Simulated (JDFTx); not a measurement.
# Ge (Fd-3m) in JDFTx: further runs

Runs on Ge. Level: PBE. Tasks: relaxation of cell and atoms.

All numbers are computed with JDFTx 1.7.0 (patched build); they aren't measurements. Logs are shortened: lines on timing, memory, paths and dates and some standing lists are left out, and cuts for length are marked. The log counts tension as positive stress, the text compression.

## Step 1: Starting point

It takes space group Fd-3m (No. 227, cubic). The conventional cell has a = 5.658 Å, b = 5.658 Å, c = 5.658 Å, α = 90.00°, β = 90.00°, γ = 90.00°. Ge (site symmetry -43m) has 4 Ge at 2.45 Å as nearest neighbours.

## Step 2: Relaxation of cell and atoms, PBE

The input, Ge.in:

```
lattice \
    0.0000000000     5.3458651312     5.3458651312 \
    5.3458651312     0.0000000000     5.3458651312 \
    5.3458651312     5.3458651312     0.0000000000
coords-type Cartesian
ion Ge     8.0187976968     8.0187976968     8.0187976968 1
ion Ge     5.3458651312     5.3458651312     5.3458651312 1

ion-species pseudo/Ge.upf
elec-cutoff 40 320
elec-ex-corr gga-PBE
kpoint-folding 4 4 4
elec-smearing Fermi 0.0018374661
elec-n-bands 21
electronic-SCF nIterations 100 energyDiffThreshold 1e-09
electronic-minimize nIterations 30 energyDiffThreshold 1e-7
forces-output-coords Cartesian
lattice-minimize nIterations 40 energyDiffThreshold 1e-6

dump-name run.$VAR
dump End Ecomponents EigStats BandEigs Kpoints Forces Stress
```

Potentials or basis: SPMS-PBE-1.0 with smoothed tails.

On the command line:

```sh
$ jdftx -c 1 -i Ge.in -o Ge.out
```

Standard output:

```text
*************** JDFTx 1.7.0 (patched build) ***************

Input parsed successfully to the following command list (including defaults):
[... the input with its defaults ...]

---------- Setting up symmetries ----------

Found 48 point-group symmetries of the bravais lattice
Found 48 space-group symmetries with basis
Applied RMS atom displacement 1.77898e-16 bohrs to make symmetries exact.

---------- Initializing the Grid ----------
R =
[            0      5.34587      5.34587  ]
[      5.34587            0      5.34587  ]
[      5.34587      5.34587            0  ]
unit cell volume = 305.551
G =
[  -0.587668   0.587668   0.587668  ]
[   0.587668  -0.587668   0.587668  ]
[   0.587668   0.587668  -0.587668  ]
Minimum fftbox size, Smin = [  64  64  64  ]
Chosen fftbox size, S = [  64  64  64  ]

---------- Initializing tighter grid for wavefunction operations ----------
R =
[            0      5.34587      5.34587  ]
[      5.34587            0      5.34587  ]
[      5.34587      5.34587            0  ]
unit cell volume = 305.551
G =
[  -0.587668   0.587668   0.587668  ]
[   0.587668  -0.587668   0.587668  ]
[   0.587668   0.587668  -0.587668  ]
Minimum fftbox size, Smin = [  44  44  44  ]
Chosen fftbox size, S = [  48  48  48  ]

---------- Exchange Correlation functional ----------
Initalized PBE GGA exchange.
Initalized PBE GGA correlation.

---------- Setting up pseudopotentials ----------
Width of ionic core gaussian charges (only for fluid interactions / plotting) set to 0

Reading pseudopotential file 'pseudo/Ge.upf':
  'Ge' pseudopotential, 'PBE' functional
  Generated using ONCVPSP code by D. R. Hamann
  14 valence electrons, 3 orbitals, 6 projectors, 1001 radial grid points, with lMax = 2
    3D    l: 2   occupation: 10.0   eigenvalue: -1.077154
    4S    l: 0   occupation:  2.0   eigenvalue: -0.431124
    4P    l: 1   occupation:  2.0   eigenvalue: -0.143154
  Core radius for overlap checks: 2.24 bohrs.

Initialized 1 species with 2 total atoms.

Folded 1 k-points by 4x4x4 to 64 k-points.

---------- Setting up k-points, bands, fillings ----------
Reduced to 8 k-points under symmetry.
Computing the number of bands and number of electrons
Calculating initial fillings.
nElectrons:  28.000000   nBands: 21   nStates: 8

----- Setting up reduced wavefunction bases (one per k-point) -----
average nbasis = 3691.391 , ideal nbasis = 3692.053

---------- Setting up ewald sum ----------
Optimum gaussian width for ewald sums = 2.427999 bohr.
Real space sum over 1331 unit cells with max indices [  5  5  5  ]
Reciprocal space sum over 2197 terms with max indices [  6  6  6  ]

---------- Allocating electronic variables ----------
Initializing wave functions:  linear combination of atomic orbitals
Note: number of bands (21) exceeds available atomic orbitals (18)
Ge pseudo-atom occupations:   s ( 2 )  p ( 2 )  d ( 10 )
	FillingsUpdate:  mu: +0.393993104  nElectrons: 28.000000
LCAOMinimize: Iter:   0  F: -146.8823632406177637  |grad|_K:  1.105e-04  alpha:  1.000e+00
	FillingsUpdate:  mu: +0.394246404  nElectrons: 28.000000
LCAOMinimize: Iter:   1  F: -146.8823833415468130  |grad|_K:  6.816e-06  alpha:  9.348e-01  linmin: -6.975e-03  cgtest:  8.692e-02
LCAOMinimize: Encountered beta<0, resetting CG.
	FillingsUpdate:  mu: +0.394231207  nElectrons: 28.000000
LCAOMinimize: Iter:   2  F: -146.8823834195117399  |grad|_K:  4.410e-07  alpha:  9.513e-01  linmin:  2.146e-05  cgtest:  2.107e-04
	FillingsUpdate:  mu: +0.394232332  nElectrons: 28.000000
LCAOMinimize: Iter:   3  F: -146.8823834198341558  |grad|_K:  8.413e-09  alpha:  9.371e-01  linmin: -1.263e-02  cgtest:  1.349e-01
LCAOMinimize: Encountered beta<0, resetting CG.
LCAOMinimize: Converged (|Delta F|<1.000000e-06 for 2 iters).

--------- Lattice Minimization ---------

-------- Electronic minimization -----------
Will mix electronic density at each iteration.
	FillingsUpdate:  mu: +0.394232332  nElectrons: 28.000000
	FillingsUpdate:  mu: +0.382361657  nElectrons: 28.000000
SCF: Cycle:  0   F: -146.921366368979307   dF: -3.898e-02   |Residual|: 4.854e-02   |deigs|: 9.514e-02
	FillingsUpdate:  mu: +0.386203563  nElectrons: 28.000000
SCF: Cycle:  1   F: -146.922602523771587   dF: -1.236e-03   |Residual|: 2.905e-02   |deigs|: 6.841e-03
	FillingsUpdate:  mu: +0.392648197  nElectrons: 28.000000
SCF: Cycle:  2   F: -146.922835076429891   dF: -2.326e-04   |Residual|: 5.199e-03   |deigs|: 7.287e-03
	FillingsUpdate:  mu: +0.392185031  nElectrons: 28.000000
SCF: Cycle:  3   F: -146.922841698166934   dF: -6.622e-06   |Residual|: 2.778e-03   |deigs|: 5.151e-04
	FillingsUpdate:  mu: +0.393041814  nElectrons: 28.000000
SCF: Cycle:  4   F: -146.922845773138675   dF: -4.075e-06   |Residual|: 5.164e-04   |deigs|: 1.012e-03
	FillingsUpdate:  mu: +0.393125427  nElectrons: 28.000000
SCF: Cycle:  5   F: -146.922846101027261   dF: -3.279e-07   |Residual|: 3.610e-04   |deigs|: 1.408e-04
	FillingsUpdate:  mu: +0.393085917  nElectrons: 28.000000
SCF: Cycle:  6   F: -146.922846143273830   dF: -4.225e-08   |Residual|: 4.450e-05   |deigs|: 8.827e-05
	FillingsUpdate:  mu: +0.393097243  nElectrons: 28.000000
SCF: Cycle:  7   F: -146.922846152436790   dF: -9.163e-09   |Residual|: 2.362e-05   |deigs|: 3.100e-04
	FillingsUpdate:  mu: +0.393095396  nElectrons: 28.000000
SCF: Cycle:  8   F: -146.922846154491936   dF: -2.055e-09   |Residual|: 5.989e-06   |deigs|: 7.755e-05
	FillingsUpdate:  mu: +0.393097198  nElectrons: 28.000000
SCF: Cycle:  9   F: -146.922846155038400   dF: -5.465e-10   |Residual|: 1.109e-05   |deigs|: 1.605e-05
	FillingsUpdate:  mu: +0.393095429  nElectrons: 28.000000
SCF: Cycle: 10   F: -146.922846155231326   dF: -1.929e-10   |Residual|: 2.258e-06   |deigs|: 1.550e-05
SCF: Converged (|Delta E|<1.000000e-09 for 2 iters).

Setting wave functions to eigenvectors of Hamiltonian
# Lattice vectors:
R =
[            0      5.34587      5.34587  ]
[      5.34587            0      5.34587  ]
[      5.34587      5.34587            0  ]
unit cell volume = 305.551

# Strain tensor in Cartesian coordinates:
[            0            0            0  ]
[            0            0            0  ]
[            0            0            0  ]

# Stress tensor in Cartesian coordinates [Eh/a0^3]:
[ -0.000149936            0            0  ]
[            0 -0.000149936            0  ]
[            0            0 -0.000149936  ]

# Ionic positions in cartesian coordinates:
ion Ge   8.018797696800000   8.018797696800000   8.018797696800000 1
ion Ge   5.345865131199999   5.345865131200000   5.345865131200000 1

# Forces in Cartesian coordinates:
force Ge  -0.000000000000000  -0.000000000000000   0.000000000000000 1
force Ge   0.000000000000000  -0.000000000000000   0.000000000000000 1

# Energy components:
   Eewald =      -98.7503791004548077
       EH =       43.5080233817995037
     Eloc =     -120.8556260530721715
      Enl =      -49.2145515942912510
      Exc =      -35.6838401155478309
 Exc_core =       14.0106642083055881
       KE =      100.0630624918194087
-------------------------------------
     Etot =     -146.9226467814415287
       TS =        0.0001993737898029
-------------------------------------
        F =     -146.9228461552313263

LatticeMinimize: Iter:   0  F: -146.922846155231326  |grad|_K:  1.178e-02

#--- Lowdin population analysis ---
# oxidation-state Ge +0.022 +0.022

-------- Electronic minimization -----------
Will mix electronic density at each iteration.
	FillingsUpdate:  mu: +0.393095429  nElectrons: 28.000000
	FillingsUpdate:  mu: +0.391015848  nElectrons: 28.000000
SCF: Cycle:  0   F: -146.922982539035388   dF: -8.981e-06   |Residual|: 5.206e-04   |deigs|: 3.039e-05
	FillingsUpdate:  mu: +0.391067686  nElectrons: 28.000000
SCF: Cycle:  1   F: -146.922982731827233   dF: -1.928e-07   |Residual|: 2.324e-04   |deigs|: 1.224e-04
	FillingsUpdate:  mu: +0.391109296  nElectrons: 28.000000
SCF: Cycle:  2   F: -146.922982796230997   dF: -6.440e-08   |Residual|: 8.660e-05   |deigs|: 9.273e-05
	FillingsUpdate:  mu: +0.391107862  nElectrons: 28.000000
SCF: Cycle:  3   F: -146.922982798768714   dF: -2.538e-09   |Residual|: 2.661e-05   |deigs|: 1.347e-05
	FillingsUpdate:  mu: +0.391113226  nElectrons: 28.000000
SCF: Cycle:  4   F: -146.922982799535760   dF: -7.670e-10   |Residual|: 1.187e-05   |deigs|: 9.859e-06
	FillingsUpdate:  mu: +0.391113675  nElectrons: 28.000000
SCF: Cycle:  5   F: -146.922982799640465   dF: -1.047e-10   |Residual|: 3.370e-06   |deigs|: 2.118e-06
SCF: Converged (|Delta E|<1.000000e-09 for 2 iters).

Setting wave functions to eigenvectors of Hamiltonian
LatticeMinimize: 	Wolfe criterion not satisfied: alpha: 1  (E-E0)/|gdotd0|: -0.98449  gdotd/gdotd0: 0.969719 (taking cubic step)

-------- Electronic minimization -----------
Will mix electronic density at each iteration.
	FillingsUpdate:  mu: +0.391113675  nElectrons: 28.000000
	FillingsUpdate:  mu: +0.387070635  nElectrons: 28.000000
SCF: Cycle:  0   F: -146.923242087323217   dF: -3.515e-05   |Residual|: 9.818e-04   |deigs|: 9.718e-06
	FillingsUpdate:  mu: +0.387163171  nElectrons: 28.000000
SCF: Cycle:  1   F: -146.923242706912106   dF: -6.196e-07   |Residual|: 4.399e-04   |deigs|: 2.307e-04
	FillingsUpdate:  mu: +0.387240007  nElectrons: 28.000000
SCF: Cycle:  2   F: -146.923242899363970   dF: -1.925e-07   |Residual|: 1.678e-04   |deigs|: 1.793e-04
	FillingsUpdate:  mu: +0.387239835  nElectrons: 28.000000
SCF: Cycle:  3   F: -146.923242906475991   dF: -7.112e-09   |Residual|: 4.740e-05   |deigs|: 2.164e-05
	FillingsUpdate:  mu: +0.387249848  nElectrons: 28.000000
SCF: Cycle:  4   F: -146.923242908603697   dF: -2.128e-09   |Residual|: 2.417e-05   |deigs|: 1.724e-05
	FillingsUpdate:  mu: +0.387250560  nElectrons: 28.000000
SCF: Cycle:  5   F: -146.923242908874101   dF: -2.704e-10   |Residual|: 5.002e-06   |deigs|: 3.642e-06
	FillingsUpdate:  mu: +0.387251554  nElectrons: 28.000000
SCF: Cycle:  6   F: -146.923242908920571   dF: -4.647e-11   |Residual|: 4.577e-06   |deigs|: 1.384e-06
SCF: Converged (|Delta E|<1.000000e-09 for 2 iters).

Setting wave functions to eigenvectors of Hamiltonian
LatticeMinimize: 	Wolfe criterion not satisfied: alpha: 3  (E-E0)/|gdotd0|: -2.85852  gdotd/gdotd0: 0.904874 (taking cubic step)

-------- Electronic minimization -----------
Will mix electronic density at each iteration.
	FillingsUpdate:  mu: +0.387251554  nElectrons: 28.000000
	FillingsUpdate:  mu: +0.379569396  nElectrons: 28.000000
SCF: Cycle:  0   F: -146.923698517175609   dF: -1.304e-04   |Residual|: 1.695e-03   |deigs|: 3.621e-05
	FillingsUpdate:  mu: +0.379718478  nElectrons: 28.000000
SCF: Cycle:  1   F: -146.923700282634400   dF: -1.765e-06   |Residual|: 7.622e-04   |deigs|: 4.025e-04
	FillingsUpdate:  mu: +0.379848120  nElectrons: 28.000000
SCF: Cycle:  2   F: -146.923700887640194   dF: -6.050e-07   |Residual|: 3.000e-04   |deigs|: 3.258e-04
	FillingsUpdate:  mu: +0.379846329  nElectrons: 28.000000
SCF: Cycle:  3   F: -146.923700911510451   dF: -2.387e-08   |Residual|: 1.238e-04   |deigs|: 3.388e-05
	FillingsUpdate:  mu: +0.379865822  nElectrons: 28.000000
SCF: Cycle:  4   F: -146.923700916304767   dF: -4.794e-09   |Residual|: 5.774e-05   |deigs|: 2.262e-05
	FillingsUpdate:  mu: +0.379866834  nElectrons: 28.000000
SCF: Cycle:  5   F: -146.923700917051264   dF: -7.465e-10   |Residual|: 1.601e-05   |deigs|: 7.341e-06
	FillingsUpdate:  mu: +0.379869093  nElectrons: 28.000000
SCF: Cycle:  6   F: -146.923700917223954   dF: -1.727e-10   |Residual|: 1.271e-05   |deigs|: 5.489e-06
SCF: Converged (|Delta E|<1.000000e-09 for 2 iters).

Setting wave functions to eigenvectors of Hamiltonian
# Lattice vectors:
R =
[            0      5.38373      5.38373  ]
[      5.38373            0      5.38373  ]
[      5.38373      5.38373            0  ]
unit cell volume = 312.09
[... 242 lines left out ...]
-------- Electronic minimization -----------
Will mix electronic density at each iteration.
	FillingsUpdate:  mu: +0.347905194  nElectrons: 28.000000
	FillingsUpdate:  mu: +0.347791006  nElectrons: 28.000000
SCF: Cycle:  0   F: -146.924601795540184   dF: -5.013e-09   |Residual|: 1.395e-05   |deigs|: 8.032e-09
	FillingsUpdate:  mu: +0.347792106  nElectrons: 28.000000
SCF: Cycle:  1   F: -146.924601817515253   dF: -2.198e-08   |Residual|: 1.086e-05   |deigs|: 3.121e-06
	FillingsUpdate:  mu: +0.347794628  nElectrons: 28.000000
SCF: Cycle:  2   F: -146.924601817615354   dF: -1.001e-10   |Residual|: 5.993e-06   |deigs|: 6.873e-06
	FillingsUpdate:  mu: +0.347794183  nElectrons: 28.000000
SCF: Cycle:  3   F: -146.924601817647414   dF: -3.206e-11   |Residual|: 2.995e-06   |deigs|: 1.390e-06
SCF: Converged (|Delta E|<1.000000e-09 for 2 iters).

Setting wave functions to eigenvectors of Hamiltonian
# Lattice vectors:
R =
[            0      5.48153      5.48153  ]
[      5.48153            0      5.48153  ]
[      5.48153      5.48153            0  ]
unit cell volume = 329.408

# Strain tensor in Cartesian coordinates:
[    0.0253766            0            0  ]
[            0    0.0253766            0  ]
[            0            0    0.0253766  ]

# Stress tensor in Cartesian coordinates [Eh/a0^3]:
[ -1.77944e-08            0            0  ]
[            0 -1.77944e-08            0  ]
[            0            0 -1.77944e-08  ]

# Ionic positions in cartesian coordinates:
ion Ge   8.222287689874037   8.222287689874037   8.222287689874037 1
ion Ge   5.481525126582691   5.481525126582691   5.481525126582691 1

# Forces in Cartesian coordinates:
force Ge   0.000000000000000   0.000000000000000  -0.000000000000000 1
force Ge   0.000000000000000   0.000000000000000  -0.000000000000000 1

# Energy components:
   Eewald =      -96.3064468619898264
       EH =       44.9289544986122422
     Eloc =     -124.6869471491626769
      Enl =      -49.2270993533867767
      Exc =      -35.6451888091628035
 Exc_core =       14.0106641356795674
       KE =      100.0016961302509770
-------------------------------------
     Etot =     -146.9243674091592879
       TS =        0.0002344084881236
-------------------------------------
        F =     -146.9246018176474138

LatticeMinimize: Iter:   5  F: -146.924601817647414  |grad|_K:  1.507e-06  alpha:  2.345e-01  linmin:  1.000e+00
LatticeMinimize: Converged (|Delta F|<1.000000e-06 for 2 iters).

#--- Lowdin population analysis ---
# oxidation-state Ge +0.021 +0.021

Dumping 'run.eigStats' ...
	eMin: -0.561313 at state 7 ( [ +0.250000 +0.500000 -0.250000 ] spin 0 )
	HOMO: +0.326872 at state 0 ( [ +0.000000 +0.000000 +0.000000 ] spin 0 )
	mu  : +0.347794
	LUMO: +0.348899 at state 2 ( [ +0.000000 +0.000000 +0.500000 ] spin 0 )
	eMax: +0.807493 at state 7 ( [ +0.250000 +0.500000 -0.250000 ] spin 0 )
	HOMO-LUMO gap: +0.022027
	Optical gap  : +0.023534 at state 0 ( [ +0.000000 +0.000000 +0.000000 ] spin 0 )
Done!
[note: the HOMO, LUMO and gaps printed at the end count levels as full or empty at half filling, so they show a gap where a level is partly filled]
```

Wall time 1.9 min (1 thread of AMD EPYC 7R43 (Zen 3), shared host); peak memory 0.12 GiB.

What came out:

| Property | Result |
| --- | --- |
| Free energy | -3998.0221 eV |
| Relaxed volume | 24.41 Å³/atom |
| Relaxed cell | a = 4.102 Å, b = 4.102 Å, c = 4.102 Å, α = 60.00°, β = 60.00°, γ = 60.00° |
| Space group after relaxing (to 0.05 Å) | Fd-3m (No. 227) |
| Energy gained by relaxing | 23.9 meV/atom |
| Ionic steps | 6 |
| Pressure after relaxing | 0.0 GPa |
| Band gap on the k mesh | none (metal or under the smearing width) |

Step by step:
| step | energy change (eV) | largest force (eV/Å) | pressure (GPa) | volume (Å³) |
| --- | --- | --- | --- | --- |
| 1 | 0.0000 | 0.0000 | 4.41 | 45.28 |
| 2 | -0.0233 | 0.0000 | 3.22 | 46.25 |
| 3 | -0.0475 | 0.0000 | -0.32 | 49.11 |
| 4 | -0.0478 | 0.0000 | -0.02 | 48.83 |
| 5 | -0.0478 | 0.0000 | -0.01 | 48.82 |
| 6 | -0.0478 | 0.0000 | 0.00 | 48.81 |

Final structure:
```
Ge
1.0
     0.00000    2.90070    2.90070
     2.90070    0.00000    2.90070
     2.90070    2.90070    0.00000
Ge
2
Cartesian
  4.3510 4.3510 4.3510
  2.9007 2.9007 2.9007
```

Levels at points of the mesh, in eV from the Fermi level:
```
           k point  band 12  band 13  band 14  band 15  band 16
(0.00, 0.00, 0.00)    -0.57     0.07     0.07     0.07     2.58
(0.00, 0.00, 0.50)    -7.21    -1.22    -1.22     0.03     3.76
(0.00, 0.50, 0.50)    -8.55    -2.75    -2.75     0.90     0.90
```

Caveat: the k mesh is coarse (spacing up to 0.48 Å⁻¹), so the values aren't converged; the plane waves are those of the starting cell, so after so large a change of volume the result is rough.

[end of part 1 of 2]
